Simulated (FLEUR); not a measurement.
Here is a FLEUR MaX-R8.1 (later development tree) calculation.

inp.xml

```xml
<?xml version="1.0" encoding="UTF-8" standalone="no"?>
<fleurInput fleurInputVersion="0.39">
   <comment>
      ZnS                                                                                                 
   </comment>
   <calculationSetup>
      <cutoffs Kmax="5.16" Gmax="16.0" GmaxXC="16.0" numbands="0"/>
      <scfLoop itmax="60" minDistance="0.00001" maxIterBroyd="15" imix="Anderson" alpha="0.05" precondParam="0.0" spinf="2.0" sdNocoIR="T"/>
      <coreElectrons ctail="F" frcor="F" kcrel="0" coretail_lmax="0"/>
      <xcFunctional name="LibXC" relativisticCorrections="F">
         <LibXCName exchange="mgga_x_r2scan" correlation="mgga_c_r2scan"/>
         <AuxGGA exchange="117" correlation="130"/>
      </xcFunctional>
      <magnetism jspins="1"/>
      <soc l_soc="F" theta="0.0" phi="0.0" spav="F"/>
      <expertModes spex="0" secvar="F"/>
      <geometryOptimization l_f="F" forcealpha="1.0" forcemix="BFGS" epsdisp="0.00001" epsforce="0.00001"/>
      <ldaU l_linMix="F" mixParam="0.05" spinf="1.0"/>
   </calculationSetup>
   <cell>
      <bzIntegration valenceElectrons="52.0" mode="hist" fermiSmearingEnergy="0.00183747">
         <kPointListSelection listName="default-1"/>
         <!-- k-points included here -->
         <xi:include xmlns:xi="http://www.w3.org/2001/XInclude" href="kpts.xml"> </xi:include>
      </bzIntegration>
      <!-- symmetry operations included here -->
      <xi:include xmlns:xi="http://www.w3.org/2001/XInclude" href="sym.xml"> </xi:include>
      <bulkLattice scale="1.0">
         <bravaisMatrix>
            <row-1>    7.2017462608505998     0.0000000000000000     0.0000000000000000</row-1>
            <row-2>   -3.6008731304252999     6.2368952134637015     0.0000000000000000</row-2>
            <row-3>    0.0000000000000000     0.0000000000000000    11.7805526607563991</row-3>
         </bravaisMatrix>
      </bulkLattice>
   </cell>
   <atomSpecies>
      <species name="Zinc (Zn)" element="Zn" atomicNumber="30">
         <mtSphere radius="2.15" gridPoints="711" logIncrement="0.017"/>
         <atomicCutoffs lmax="9" lnonsphr="7"/>
         <electronConfig flipSpins="F">
            <coreConfig>(1s1/2) (2s1/2) (2p1/2) (2p3/2)</coreConfig>
            <valenceConfig>(3s1/2) (3p1/2) (3p3/2) (4s1/2) (3d3/2) (3d5/2)</valenceConfig>
         </electronConfig>
         <energyParameters s="4" p="4" d="3" f="4"/>
         <lo type="SCLO" l="0" n="3" eDeriv="0"/>
         <lo type="SCLO" l="1" n="3" eDeriv="0"/>
         <lo type="SCLO" l="1" n="3" eDeriv="1"/>
         <lo type="HELO" l="2" n="4" eDeriv="0"/>
         <lo type="HELO" l="2" n="4" eDeriv="1"/>
         <lo type="SCLO" l="3" n="4" eDeriv="2"/>
      </species>
      <species name="Sulfur (S)" element="S" atomicNumber="16">
         <mtSphere radius="1.9" gridPoints="629" logIncrement="0.018"/>
         <atomicCutoffs lmax="8" lnonsphr="6"/>
         <electronConfig flipSpins="F">
            <coreConfig>(1s1/2) (2s1/2) (2p1/2) (2p3/2)</coreConfig>
            <valenceConfig>(3s1/2) (3p1/2) (3p3/2)</valenceConfig>
            <stateOccupation state="(3p1/2)" spinUp="0.666667" spinDown="0.666667"/>
            <stateOccupation state="(3p3/2)" spinUp="1.333333" spinDown="1.333333"/>
         </electronConfig>
         <energyParameters s="3" p="3" d="3" f="4"/>
         <lo type="SCLO" l="0" n="3" eDeriv="2"/>
         <lo type="SCLO" l="1" n="3" eDeriv="2"/>
         <lo type="SCLO" l="2" n="3" eDeriv="2"/>
         <lo type="SCLO" l="3" n="4" eDeriv="2"/>
      </species>
   </atomSpecies>
   <atomGroups>
      <atomGroup species="Zinc (Zn)">
         <relPos label="                   1">-1.000/3.000 1.000/3.000 1.000/2.000</relPos>
         <relPos label="                   2">1.000/3.000 -1.000/3.000 .0000000000</relPos>
         <force calculate="T" relaxXYZ="TTT"/>
      </atomGroup>
      <atomGroup species="Sulfur (S)">
         <relPos label="                   3">-1.000/3.000 1.000/3.000 -.1150000000</relPos>
         <relPos label="                   4">1.000/3.000 -1.000/3.000 .3850000000</relPos>
         <force calculate="T" relaxXYZ="TTT"/>
      </atomGroup>
   </atomGroups>
   <output dos="F" band="F" slice="F">
      <checks vchk="F" cdinf="F"/>
      <bandDOS minEnergy="-.5*Htr" maxEnergy="0.5*Htr" sigma="0.015" storeEVData="T"/>
      <vacuumDOS vacdos="F" integ="F" star="F" nstars="0" locx1="0.0" locy1="0.0" locx2="0.0" locy2="0.0" nstm="0" tworkf="0.0"/>
      <unfoldingBand unfoldBand="F" supercellX="1" supercellY="1" supercellZ="1"/>
      <plotting iplot="0" polar="F">
         <plot TwoD="T" vec1="  1.0  0.0  0.0" vec2="  0.0  1.0  0.0" vec3="  0.0  0.0  1.0" zero="  0.0  0.0  0.0" file="plot"/>
      </plotting>
      <chargeDensitySlicing numkpt="0" minEigenval="0.0" maxEigenval="0.0" nnne="0" pallst="F"/>
      <specialOutput eonly="F"/>
      <moessbauerParams electricFieldGradient="T" isomerShift="T" coreHyperfine="T" valenceHyperfine="T"/>
      <magneticCircularDichroism mcd="F" energyLo="-10.0" energyUp="0.0"/>
   </output>
  <!-- We include the file relax.xml here to enable relaxations (see documentation) -->
  <xi:include xmlns:xi="http://www.w3.org/2001/XInclude" href="relax.xml"> <xi:fallback/> </xi:include>
</fleurInput>
```

Contents of crystal.txt:

```
ZnS
&input cartesian=F /
3.8110000000  0.0000000000  0.0000000000
-1.9055000000  3.3004228138  0.0000000000
0.0000000000  0.0000000000  6.2340000000
1.8897261246
1.0 1.0 1.0

4
30 0.6666666667  0.3333333333  0.5000000000
30 0.3333333333  0.6666666667  0.0000000000
16 0.6666666667  0.3333333333  0.8850000000
16 0.3333333333  0.6666666667  0.3850000000

&kpt div1=8 div2=8 div3=5 gamma=T /
```

The input inp.xml (bands):

```
<?xml version="1.0" encoding="UTF-8" standalone="no"?>
<fleurInput fleurInputVersion="0.39">
   <comment>
      ZnS                                                                                                 
   </comment>
   <calculationSetup>
      <cutoffs Kmax="5.16" Gmax="16.0" GmaxXC="16.0" numbands="0"/>
      <scfLoop itmax="60" minDistance="0.00001" maxIterBroyd="15" imix="Anderson" alpha="0.05" precondParam="0.0" spinf="2.0" sdNocoIR="T"/>
      <coreElectrons ctail="F" frcor="F" kcrel="0" coretail_lmax="0"/>
      <xcFunctional name="LibXC" relativisticCorrections="F">
         <LibXCName exchange="mgga_x_r2scan" correlation="mgga_c_r2scan"/>
         <AuxGGA exchange="117" correlation="130"/>
      </xcFunctional>
      <magnetism jspins="1"/>
      <soc l_soc="F" theta="0.0" phi="0.0" spav="F"/>
      <expertModes spex="0" secvar="F"/>
      <geometryOptimization l_f="F" forcealpha="1.0" forcemix="BFGS" epsdisp="0.00001" epsforce="0.00001"/>
      <ldaU l_linMix="F" mixParam="0.05" spinf="1.0"/>
   </calculationSetup>
   <cell>
      <bzIntegration valenceElectrons="52.0" mode="hist" fermiSmearingEnergy="0.00183747">
         <kPointListSelection listName="path-1"/>
         <!-- k-points included here -->
         <xi:include xmlns:xi="http://www.w3.org/2001/XInclude" href="kpts.xml"> </xi:include>
      </bzIntegration>
      <!-- symmetry operations included here -->
      <xi:include xmlns:xi="http://www.w3.org/2001/XInclude" href="sym.xml"> </xi:include>
      <bulkLattice scale="1.0">
         <bravaisMatrix>
            <row-1>    7.2017462608505998     0.0000000000000000     0.0000000000000000</row-1>
            <row-2>   -3.6008731304252999     6.2368952134637015     0.0000000000000000</row-2>
            <row-3>    0.0000000000000000     0.0000000000000000    11.7805526607563991</row-3>
         </bravaisMatrix>
      </bulkLattice>
   </cell>
   <atomSpecies>
      <species name="Zinc (Zn)" element="Zn" atomicNumber="30">
         <mtSphere radius="2.15" gridPoints="711" logIncrement="0.017"/>
         <atomicCutoffs lmax="9" lnonsphr="7"/>
         <electronConfig flipSpins="F">
            <coreConfig>(1s1/2) (2s1/2) (2p1/2) (2p3/2)</coreConfig>
            <valenceConfig>(3s1/2) (3p1/2) (3p3/2) (4s1/2) (3d3/2) (3d5/2)</valenceConfig>
         </electronConfig>
         <energyParameters s="4" p="4" d="3" f="4"/>
         <lo type="SCLO" l="0" n="3" eDeriv="0"/>
         <lo type="SCLO" l="1" n="3" eDeriv="0"/>
         <lo type="SCLO" l="1" n="3" eDeriv="1"/>
         <lo type="HELO" l="2" n="4" eDeriv="0"/>
         <lo type="HELO" l="2" n="4" eDeriv="1"/>
         <lo type="SCLO" l="3" n="4" eDeriv="2"/>
      </species>
      <species name="Sulfur (S)" element="S" atomicNumber="16">
         <mtSphere radius="1.9" gridPoints="629" logIncrement="0.018"/>
         <atomicCutoffs lmax="8" lnonsphr="6"/>
         <electronConfig flipSpins="F">
            <coreConfig>(1s1/2) (2s1/2) (2p1/2) (2p3/2)</coreConfig>
            <valenceConfig>(3s1/2) (3p1/2) (3p3/2)</valenceConfig>
            <stateOccupation state="(3p1/2)" spinUp="0.666667" spinDown="0.666667"/>
            <stateOccupation state="(3p3/2)" spinUp="1.333333" spinDown="1.333333"/>
         </electronConfig>
         <energyParameters s="3" p="3" d="3" f="4"/>
         <lo type="SCLO" l="0" n="3" eDeriv="2"/>
         <lo type="SCLO" l="1" n="3" eDeriv="2"/>
         <lo type="SCLO" l="2" n="3" eDeriv="2"/>
         <lo type="SCLO" l="3" n="4" eDeriv="2"/>
      </species>
   </atomSpecies>
   <atomGroups>
      <atomGroup species="Zinc (Zn)">
         <relPos label="                   1">-1.000/3.000 1.000/3.000 1.000/2.000</relPos>
         <relPos label="                   2">1.000/3.000 -1.000/3.000 .0000000000</relPos>
         <force calculate="T" relaxXYZ="TTT"/>
      </atomGroup>
      <atomGroup species="Sulfur (S)">
         <relPos label="                   3">-1.000/3.000 1.000/3.000 -.1150000000</relPos>
         <relPos label="                   4">1.000/3.000 -1.000/3.000 .3850000000</relPos>
         <force calculate="T" relaxXYZ="TTT"/>
      </atomGroup>
   </atomGroups>
   <output dos="F" band="T" slice="F">
      <checks vchk="F" cdinf="F"/>
      <bandDOS minEnergy="-.5*Htr" maxEnergy="0.5*Htr" sigma="0.015" storeEVData="T"/>
      <vacuumDOS vacdos="F" integ="F" star="F" nstars="0" locx1="0.0" locy1="0.0" locx2="0.0" locy2="0.0" nstm="0" tworkf="0.0"/>
      <unfoldingBand unfoldBand="F" supercellX="1" supercellY="1" supercellZ="1"/>
      <plotting iplot="0" polar="F">
         <plot TwoD="T" vec1="  1.0  0.0  0.0" vec2="  0.0  1.0  0.0" vec3="  0.0  0.0  1.0" zero="  0.0  0.0  0.0" file="plot"/>
      </plotting>
      <chargeDensitySlicing numkpt="0" minEigenval="0.0" maxEigenval="0.0" nnne="0" pallst="F"/>
      <specialOutput eonly="F"/>
      <moessbauerParams electricFieldGradient="T" isomerShift="T" coreHyperfine="T" valenceHyperfine="T"/>
      <magneticCircularDichroism mcd="F" energyLo="-10.0" energyUp="0.0"/>
   </output>
  <!-- We include the file relax.xml here to enable relaxations (see documentation) -->
  <xi:include xmlns:xi="http://www.w3.org/2001/XInclude" href="relax.xml"> <xi:fallback/> </xi:include>
</fleurInput>
```

Potentials or basis: all-electron, FLAPW.

Launch:

```console
$ inpgen -f crystal.txt -profile fastHighL
$ # inp.xml edited to the form shown
$ fleur_MPI
$ fleur_MPI   # second run, on inp.xml (bands)
```

Q: Estimate the band gap on the k mesh.

A: 2.82 eV, direct.

Q: Estimate the band gap along the path.

A: 2.82 eV, direct.

Levels at the corners of the path, in eV from the valence-band top:
```csv
point,band 22,band 23,band 24,band 25,band 26,band 27,band 28,band 29,band 30,band 31
Γ,-0.89,-0.89,-0.02,-0.02,0.00,2.82,3.52,6.77,6.77,7.10
M,-4.26,-3.21,-2.32,-1.59,-1.02,3.99,4.78,5.51,7.59,7.99
K,-4.40,-3.97,-2.27,-2.25,-2.25,4.74,6.47,6.47,8.26,8.44
Γ,-0.89,-0.89,-0.02,-0.02,0.00,2.82,3.52,6.77,6.77,7.10
A,-2.78,-0.47,-0.47,-0.47,-0.47,4.06,4.06,7.20,7.20,7.20
L,-4.97,-1.71,-1.71,-1.57,-1.57,4.03,4.03,5.58,5.58,9.52
H,-4.83,-3.19,-3.19,-1.29,-1.29,5.03,5.03,6.81,6.81,7.89
A,-2.78,-0.47,-0.47,-0.47,-0.47,4.06,4.06,7.20,7.20,7.20
L,-4.97,-1.71,-1.71,-1.57,-1.57,4.03,4.03,5.58,5.58,9.52
M,-4.26,-3.21,-2.32,-1.59,-1.02,3.99,4.78,5.51,7.59,7.99
K,-4.40,-3.97,-2.27,-2.25,-2.25,4.74,6.47,6.47,8.26,8.44
H,-4.83,-3.19,-3.19,-1.29,-1.29,5.03,5.03,6.81,6.81,7.89
```

Caveat: the meta-GGA is that of a development version, with a GGA for the radial functions and cores and without core tails.

**What was measured.**

From a printed reference work, monograph, for a bulk crystal of ZnS at 4 K: band gap 3.911 eV (direct).

Measured gap of ZnS: 3.911 eV (direct; 4 K; a printed reference work, monograph). This calculation gives 2.82 eV (-1.09 eV). The value is that of r2SCAN, without temperature or zero-point motion.
